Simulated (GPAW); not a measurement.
## How the form of the self-energy moves the gap of BN (P6_3mc)

Wanted: the gap of BN (P6_3mc) under several approximations, with cost.

Program: GPAW 26.7.0. Level of theory: PBE and many-body steps on it, plane waves. Results are calculated unless marked as measured.

Report form: the programs' logs are mostly left out.

The database entry behind the starting cell has ideal inner coordinates that were not refined, so it need not match the best structure at ambient conditions.

### Step 1. The structure

Symmetry: P6_3mc, No. 186, hexagonal system. The conventional cell has a = 2.536 Å, b = 2.536 Å, c = 4.199 Å, α = 90.00°, β = 90.00°, γ = 120.00°. Nearest to B lie 4 N at 1.56 to 1.57 Å. Nearest to N lie 4 B at 1.56 to 1.57 Å. Farther neighbours and most contacts between anions are not listed.

Structure file:

```cif
data_structure
_symmetry_space_group_name_H-M 'P 1'
_symmetry_Int_Tables_number 1
_cell_length_a 2.5360
_cell_length_b 2.5360
_cell_length_c 4.1990
_cell_angle_alpha 90.000
_cell_angle_beta 90.000
_cell_angle_gamma 120.000
_cell_volume 23.39
loop_
_atom_site_label
_atom_site_type_symbol
_atom_site_fract_x
_atom_site_fract_y
_atom_site_fract_z
_atom_site_occupancy
B1 B 0.66667 0.33333 0.00000 1
B2 B 0.33333 0.66667 0.50000 1
N3 N 0.66667 0.33333 0.37500 1
N4 N 0.33333 0.66667 0.87500 1
```

The cell and positions come from the Crystallography Open Database and are kept as given unless a step says otherwise. This is not the form that BN usually takes at ambient conditions.

### Step 2. Empty states on the mesh, 6×6×4 mesh, 117 bands

This step: GPAW 26.7.0; DFT, PBE, plane waves, PAW.

The sums over transitions need many empty states on a uniform mesh; this step solves for them.

run.py

```python
import json
import numpy as np
from gpaw.mpi import world
from gpaw import GPAW

calc = GPAW('gs.gpw').fixed_density(kpts={'size': (6, 6, 4), 'gamma': True},
    parallel={'domain': 1, 'band': 1},
    txt='nscf.txt')
calc.diagonalize_full_hamiltonian(nbands=117)
calc.write('full.gpw', mode='all')
res = {}
kpts = calc.get_ibz_k_points()
res['kpts'] = kpts
res['eigenvalues'] = [calc.get_eigenvalues(kpt=k) for k in range(len(kpts))]
res['n_electrons'] = calc.get_number_of_electrons()

if world.rank == 0:
    with open('result.json', 'w') as f:
        json.dump(res, f, default=lambda x: x.tolist())
```

Run with:

```bash
> mpirun -n 4 gpaw python run.py
```

Run time: 6.2 s. Hardware: 4 MPI ranks of Arm Neoverse V2, shared host; peak memory 0.86 GiB; 24 s of CPU time.

Numbers from this step:

- gap: 5.175 eV
- k of the valence top: 0, 0, 0
- k of the conduction bottom: 0.3333, 0.3333, 0
- least direct gap: 8.379 eV
- k points computed: 24
- lowest point of the top converged band, above the valence top: 139.6545 eV

On this mesh the gap is 5.175 eV.

### Step 3. G0W0, Godby-Needs plasmon pole

G0W0 replaces the xc potential by the self-energy, built once from these orbitals. Only a window of levels is corrected, while the sums run over the empty bands that the input names.

This step: G0W0 on PBE, plane waves, PAW.

run.py

```python
import json
import numpy as np
from gpaw.mpi import world
from gpaw.response.g0w0 import G0W0

gw = G0W0('full.gpw',
    filename='gw',
    kpts=[0, 4, 14],
    bands=(6, 10),
    ecut=96,
    nbands=49,
    integrate_gamma='WS',
    ppa=True)
gw.calculate()
res = {mode: {k: v for k, v in r.items() if k != 'sigma_eskwn'}
       for mode, r in gw.all_results.items()}

if world.rank == 0:
    with open('result.json', 'w') as f:
        json.dump(res, f, default=lambda x: x.tolist())
```

Run with:

```bash
> mpirun -n 4 gpaw python run.py
```

Run time: 21 s. Hardware: 4 MPI ranks; peak memory 0.98 GiB; 85 s of CPU time.

This step gave:

```
G0W0 gap on the points computed              : 6.431 eV
least direct G0W0 gap on the computed points : 10.15 eV
Z at the valence top                         : 0.8318
Z at the conduction bottom                   : 0.8599
starting gap on the mesh                     : 5.175 eV
k of the valence top                         : 0, 0, 0
k of the conduction bottom                   : 0.3333, 0.3333, 0
```

The gap on the mesh goes from 5.18 eV to 6.43 eV, a correction of +1.26 eV.

### Step 4. One-shot HSE06

This step: one-shot HSE06 levels on PBE orbitals, plane waves, PAW.

run.py

```python
import json
import numpy as np
from gpaw.mpi import world
from gpaw.hybrids.eigenvalues import non_self_consistent_eigenvalues

dft, vxc, vxc_hyb = non_self_consistent_eigenvalues('full.gpw', 'HSE06', 6, 10, kpt_indices=[0, 4, 14])
res = {'dft': dft[0], 'hybrid': (dft - vxc + vxc_hyb)[0]}
if world.rank == 0:
    with open('hybrid.txt', 'w') as f:
        for k, e0, e1 in zip([0, 4, 14], res['dft'], res['hybrid']):
            print(k, ' '.join(f'{x:9.4f}' for x in e0), '|', ' '.join(f'{x:9.4f}' for x in e1), file=f)

if world.rank == 0:
    with open('result.json', 'w') as f:
        json.dump(res, f, default=lambda x: x.tolist())
```

Run with:

```bash
> mpirun -n 4 gpaw python run.py
```

Run time: 2.9 s. Hardware: 4 MPI ranks; peak memory 0.7 GiB; 11 s of CPU time.

This step gave:

```
starting gap on the mesh                       : 5.175 eV
hybrid gap on the mesh                         : 6.582 eV
least direct hybrid gap on the computed points : 10.08 eV
```

### Step 5. G0W0, extrapolated in the cutoff

This step: G0W0 on PBE, plane waves, PAW.

run.py

```python
import json
import numpy as np
from gpaw.mpi import world
from gpaw.response.g0w0 import G0W0

gw = G0W0('full.gpw',
    filename='gw',
    kpts=[0, 4, 14],
    bands=(6, 10),
    ecut=160.0,
    integrate_gamma='WS',
    ppa=True,
    ecut_extrapolation=True)
gw.calculate()
res = {mode: {k: v for k, v in r.items() if k != 'sigma_eskwn'}
       for mode, r in gw.all_results.items()}

if world.rank == 0:
    with open('result.json', 'w') as f:
        json.dump(res, f, default=lambda x: x.tolist())
```

Run with:

```bash
> mpirun -n 4 gpaw python run.py
```

Elapsed: 87 s, on 4 MPI ranks; peak memory 1.1 GiB.

Numbers from this step:

- quasiparticle gap on the points computed: 6.878 eV
- least direct quasiparticle gap on the computed points: 10.43 eV
- Z at the valence top: 0.8226
- Z at the conduction bottom: 0.8570
- starting gap on the mesh: 5.175 eV
- k of the valence top: 0, 0, 0
- k of the conduction bottom: 0.3333, 0.3333, 0
- gaps at the cutoffs of the extrapolation: 6.586, 6.615, 6.645 eV

Against G0W0 in GPAW (6×6×4 mesh, 49 bands, screening to 96 eV, Godby-Needs plasmon pole), the gap moves by +0.447 eV.

### Step 6. One-shot PBE0

This step: one-shot PBE0 levels on PBE orbitals, plane waves, PAW.

run.py

```python
import json
import numpy as np
from gpaw.mpi import world
from gpaw.hybrids.eigenvalues import non_self_consistent_eigenvalues

dft, vxc, vxc_hyb = non_self_consistent_eigenvalues('full.gpw', 'PBE0', 6, 10, kpt_indices=[0, 4, 14])
res = {'dft': dft[0], 'hybrid': (dft - vxc + vxc_hyb)[0]}
if world.rank == 0:
    with open('hybrid.txt', 'w') as f:
        for k, e0, e1 in zip([0, 4, 14], res['dft'], res['hybrid']):
            print(k, ' '.join(f'{x:9.4f}' for x in e0), '|', ' '.join(f'{x:9.4f}' for x in e1), file=f)

if world.rank == 0:
    with open('result.json', 'w') as f:
        json.dump(res, f, default=lambda x: x.tolist())
```

Run with:

```bash
> mpirun -n 4 gpaw python run.py
```

Elapsed: 3.1 s, on 4 MPI ranks; peak memory 0.7 GiB; 12 s of CPU time.

Numbers from this step:

* starting gap on the mesh: 5.175 eV
* hybrid gap on the mesh: 7.232 eV
* least direct hybrid gap on the computed points: 10.79 eV

### Step 7. G0W0, full frequency, Hilbert transform

This step: G0W0 on PBE, plane waves, PAW.

run.py

```python
import json
import numpy as np
from gpaw.mpi import world
from gpaw.response.g0w0 import G0W0

gw = G0W0('full.gpw',
    filename='gw',
    kpts=[0, 4, 14],
    bands=(6, 10),
    ecut=96,
    nbands=49,
    integrate_gamma='WS',
    frequencies={'type': 'nonlinear', 'domega0': 0.1, 'omega2': 15.0},
    eta=0.1,
    nblocksmax=True)
gw.calculate()
res = {mode: {k: v for k, v in r.items() if k != 'sigma_eskwn'}
       for mode, r in gw.all_results.items()}

if world.rank == 0:
    with open('result.json', 'w') as f:
        json.dump(res, f, default=lambda x: x.tolist())
```

Run with:

```bash
> mpirun -n 4 gpaw python run.py
```

Wall time 38 s (4 MPI ranks); peak memory 0.97 GiB.

Numbers from this step:

```
G0W0 gap on the points computed              : 6.460 eV
least direct G0W0 gap on the computed points : 10.17 eV
starting gap on the mesh                     : 5.175 eV
k of the valence top                         : 0, 0, 0
k of the conduction bottom                   : 0.3333, 0.3333, 0
```

Against G0W0 in GPAW (6×6×4 mesh, 49 bands, screening to 96 eV, Godby-Needs plasmon pole), the gap moves by +0.029 eV.

### Step 8. The runs together

Times are wall times on 4 MPI ranks of Arm Neoverse V2, shared host, good to a factor of about two.

```tsv
run	mesh	bands	screening cutoff (eV)	DFT gap (eV)	gap on the mesh (eV)	direct (eV)	time
G0W0, Godby-Needs plasmon pole	6×6×4	49	96	5.175	6.431	10.147	21 s
one-shot HSE06	6×6×4	-	-	5.175	6.582	10.076	2.9 s
G0W0, extrapolated in the cutoff	6×6×4	-	160	5.175	6.878	10.427	87 s
one-shot PBE0	6×6×4	-	-	5.175	7.232	10.789	3.1 s
G0W0, full frequency, Hilbert transform	6×6×4	49	96	5.175	6.460	10.174	38 s
```

### Step 9. Outcome

- G0W0, Godby-Needs plasmon pole: 6.431 eV
- one-shot HSE06: 6.582 eV
- G0W0, extrapolated in the cutoff: 6.878 eV
- one-shot PBE0: 7.232 eV
- G0W0, full frequency, Hilbert transform: 6.460 eV
- known limits: not at the basis limit; coarse k mesh

In words: One-shot HSE06: +0.151 eV against G0W0, Godby-Needs plasmon pole. G0W0, extrapolated in the cutoff: +0.447 eV against G0W0, Godby-Needs plasmon pole, at other bands or cutoff, so not like for like. One-shot PBE0: +0.801 eV against G0W0, Godby-Needs plasmon pole. G0W0, full frequency, Hilbert transform: +0.029 eV against G0W0, Godby-Needs plasmon pole. One-shot hybrid levels are evaluated on the PBE orbitals. Bands and cutoff are finite, so the gap is not at the basis limit. The miss can reach some tenths of an eV and take either sign; the mesh is an error of its own. These stock PAW sets were not made for GW. In the G0W0 runs levels were corrected at 3 k points alone, so a gap called «on the mesh» is the least over those, and an edge elsewhere would be missed. The program warns of a poor linear fit in the extrapolation of some level, so the extrapolated values are rough. The 6×6×4 mesh is coarse for this cell, which bears on the long-range parts of exchange and screening.

[Paths, hosts, dates, memory and timing lines, banners, echoed tables and standing remarks are left out of the program output.]

[Logs are printed without paths, hosts, clocks, repeated set-up lines and the standing remarks that a program may print on its own settings, such as how far it seeks lower states.]

[Runs of the session that timed out or met a known fault of the program may be left out.]

[Hosts, paths, dates, database ids (printed as entryN), source tags and the programs' standing remarks are cut or masked in the printed files.]
